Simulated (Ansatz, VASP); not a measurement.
This is a calculation of N for VASP 6.6.1.

Contents of INCAR:

```
  ALGO = Normal
  EDIFF = 1E-6
  ENCUT = 520
  GGA = PE
  ISIF = 2
  ISMEAR = -1
  LASPH = T
  LCHARG = T
  LELF = T
  LREAL = F
  LVHAR = T
  LWAVE = F
  NBANDS = 12
  NELM = 80
  PREC = Accurate
  SIGMA = 0.05
```

File KPOINTS:

```
k-points
0
Gamma
  12 12 11
```

The input POSCAR:

```
N
1.0
    2.5361595317      0.0000000000      0.0000000000
   -1.2680797659      2.1963785825      0.0000000000
    0.0000000000      0.0000000000      2.4622011608
N
2
Direct
    0.3333333333      0.6666666667      0.7500000000
    0.6666666667      0.3333333333      0.2500000000
```

Potentials or basis: VASP PAW PBE potentials, release 64 (N).

Run with:

```bash
$ cat potpaw_PBE.64/N/POTCAR > POTCAR
$ mpirun -np 1 vasp_std > vasp.out
```

**Question.** Translate it to Ansatz 0.2.0. Potentials there: all-electron LAPW, scalar-relativistic.

**Answer.** As run (the cutoff follows the program's own potentials):

Contents of input.yaml:

```yaml
crystal:
  lattice:
    - [2.5361595317, 0.0, 0.0]
    - [-1.2680797659, 2.1963785825, 0.0]
    - [0.0, 0.0, 2.4622011608]
  atoms:
    - { symbol: "N", position: [0.3333333333, 0.6666666667, 0.75] }
    - { symbol: "N", position: [0.6666666667, 0.3333333333, 0.25] }
kpoints:
  mp_grid: { grid: [12, 12, 11] }
scf:
  occupations: { method: fermi_dirac, width: 0.05 }
hamiltonian:
  xc: pbe
  pseudopotentials: { kind: all_electron, lapw: { basis_error: 0.0005 } }
output:
  forces: true
  stress: true
  eigenvalues: true
```

Potentials or basis: all-electron LAPW, scalar-relativistic.

The run is started by

```console
$ ansatz run input.yaml --threads 1 --pin off --max-ram 2560MiB --backend cpu --events-out ev --progress --plain --runs-dir out
```

Both were run:

|  | VASP | Ansatz | Ansatz less VASP |
| --- | --- | --- | --- |
| gap on the k mesh at the Fermi level (eV) | none | none | - |
| pressure (GPa) | 5.9 | 5.8 | -0.13 |
| largest component of the traceless stress (GPa) | 8.74 | 8.84 | +0.102 |

A gap of «none» marks a metal or a gap that the smearing closes. Ansatz ran all-electron here, so the differences hold the error of VASP's frozen core and of both bases.
